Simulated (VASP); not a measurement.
Wanted: the native input for a VASP 6.6.1 run.

```yaml
Task: single point
Functional: PBEsol
Potentials_or_basis: VASP PAW PBE potentials, release 64 (In_d, As)
Cutoff: 520 eV
k_mesh: 9 × 9 × 9
Occupations: fermi-dirac, width 0.05 eV
Spin: spin-orbit coupling, no magnetisation
Further_INCAR_settings: ALGO = Normal; EDIFF = 1e-06
```

The structure of InAs lies in POSCAR:

```
InAs
1.0
    0.0000000000      3.0180000000      3.0180000000
    3.0180000000      0.0000000000      3.0180000000
    3.0180000000      3.0180000000      0.0000000000
In As
1 1
Direct
    0.0000000000      0.0000000000      0.0000000000
    0.2500000000      0.2500000000      0.2500000000
```

The input as run:

INCAR

```
PREC = Accurate ; ENCUT = 520
EDIFF = 1E-6 ; ISMEAR = -1
SIGMA = 0.05 ; LREAL = F
LASPH = T ; NELM = 100
ALGO = Normal ; ISIF = 2
LWAVE = F ; LCHARG = T
LNONCOLLINEAR = T ; MAGMOM = 0 0 0 0 0 0
LORBIT = 11 ; LSORBIT = T
GGA_COMPAT = F ; GGA = PS
LVHAR = T ; KPAR = 4
```

KPOINTS

```
regular mesh
0
Gamma
  9 9 9
```

Potentials or basis: VASP PAW PBE potentials, release 64 (In_d, As).

Command:

```sh
$ cat potpaw_PBE.64/In_d/POTCAR potpaw_PBE.64/As/POTCAR > POTCAR
$ mpirun -np 4 vasp_ncl > vasp.out
```

It gave:

```yaml
Pressure: 1.6 GPa
Valence_electrons_inside_the_program's_atomic_spheres: In 11.48; As 2.81
```

Caveat: the PAW data sets were made with another functional, which shifts forces and pressure a little.

Wall time 28 s on 4 MPI ranks on Intel(R) Xeon(R) 6975P-C (Granite Rapids) (shared host), peak memory 0.37 GiB a rank.
